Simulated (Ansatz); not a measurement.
# HfN: stress in a strained cell

Aim: deform HfN (equal xx and yy strain of -1 %) and compute stress, forces and field gradients with LAPW, PAW and all-electron datasets made for the crystal.

Method: DFT PBE, scalar-relativistic, in Ansatz 0.2.0.

## (1) The structure to begin with

It takes space group Fm-3m (No. 225, cubic). The conventional cell has a = 4.518 Å, b = 4.518 Å, c = 4.518 Å, α = 90.00°, β = 90.00°, γ = 90.00°. Around Hf (site symmetry m-3m) lie 6 N at 2.26 Å. N (site symmetry m-3m) is surrounded by 6 Hf at 2.26 Å.

Coordinates:

```
CELL_PARAMETERS angstrom
0.00000 2.25900 2.25900
2.25900 0.00000 2.25900
2.25900 2.25900 0.00000
ATOMIC_POSITIONS crystal
Hf 0.00000 0.00000 0.00000
N 0.50000 0.50000 0.50000
```

Atoms are numbered in the order of the input: Hf1, N2.

## (2) After the deformation

Space group Fm-3m before, I4/mmm after.

## (3) All-electron LAPW

The input, input.yaml:

```yaml
crystal:
  lattice:
    - [0.0, 2.23641, 2.259]
    - [2.23641, 0.0, 2.259]
    - [2.23641, 2.23641, 0.0]
  atoms:
    - { symbol: Hf, position: [0.0, 0.0, 0.0] }
    - { symbol: "N", position: [0.5, 0.5, 0.5] }
kpoints:
  mp_grid: { grid: [10, 10, 10] }
  band_path:
    path:
      - [0.0, 0.0, 0.0]
      - [0.0, 0.5, 0.5]
      - [0.25, 0.75, 0.5]
      - [0.0, 0.5, 0.0]
      - [0.0, 0.0, 0.0]
      - [0.5, 0.5, 0.0]
      - [0.3725125, 0.6274875, 0.0]
      - [-0.3725125, 0.3725125, 0.0]
      - [0.0, 0.0, 0.0]
    npoints: 5
scf:
  occupations: { method: fermi_dirac, width: 0.03 }
hamiltonian:
  xc: pbe
  pseudopotentials: { kind: all_electron, lapw: { basis_error: 0.001 } }
output:
  forces: true
  stress: true
  eigenvalues: true
```

Started as:

```sh
> ansatz run input.yaml --threads 1 --pin off --max-ram 3072MiB --backend cpu --events-out ev --progress --plain --runs-dir out
```

## (4) PAW with frozen cores

The input, input.yaml:

```yaml
crystal:
  lattice:
    - [0.0, 2.23641, 2.259]
    - [2.23641, 0.0, 2.259]
    - [2.23641, 2.23641, 0.0]
  atoms:
    - { symbol: Hf, position: [0.0, 0.0, 0.0] }
    - { symbol: "N", position: [0.5, 0.5, 0.5] }
kpoints:
  mp_grid: { grid: [10, 10, 10] }
scf:
  occupations: { method: fermi_dirac, width: 0.03 }
hamiltonian:
  xc: pbe
  pseudopotentials: { kind: paw }
output:
  forces: true
  stress: true
  eigenvalues: true
  efg: { contact_densities: true }
  write_density: true
  write_potential: true
  elf: true
  volumetric_format: npy
```

## (5) Datasets made for this crystal

Changes to input.yaml since step 4:

```diff
@@ -14,3 +14,3 @@
   xc: pbe
-  pseudopotentials: { kind: paw }
+  pseudopotentials: { kind: all_electron, datasets: crystal }
 output:
@@ -20,5 +20 @@
   efg: { contact_densities: true }
-  write_density: true
-  write_potential: true
-  elf: true
-  volumetric_format: npy
```

(Steps that only read results are left out.)

Before running it: what results should come out? Wanted: pressure; largest shear or deviatoric stress.

The runs gave:

```
                                 quantity                                              value
                                 pressure  LAPW 11.57, PAW 11.50, crystal datasets 11.56 GPa
largest shear or deviatoric stress (LAPW)                                           3.10 GPa
```

What this shows: The largest part of the stress beyond the pressure is 3.10 GPa in size, in the zz component; the atoms are carried along and not relaxed. No run of the undeformed cell stands beside it, so the pressure holds what the given cell had before the change. PAW: stress within 0.07 GPa of LAPW. Crystal datasets: stress within 0.01 GPa of LAPW. Spin-orbit coupling is left out, though the cell holds Hf; in elements this heavy it can shift bands and gaps by tenths of an eV. HfN has an odd count of electrons, so a run without spin can force a false metal and spoil its energy.
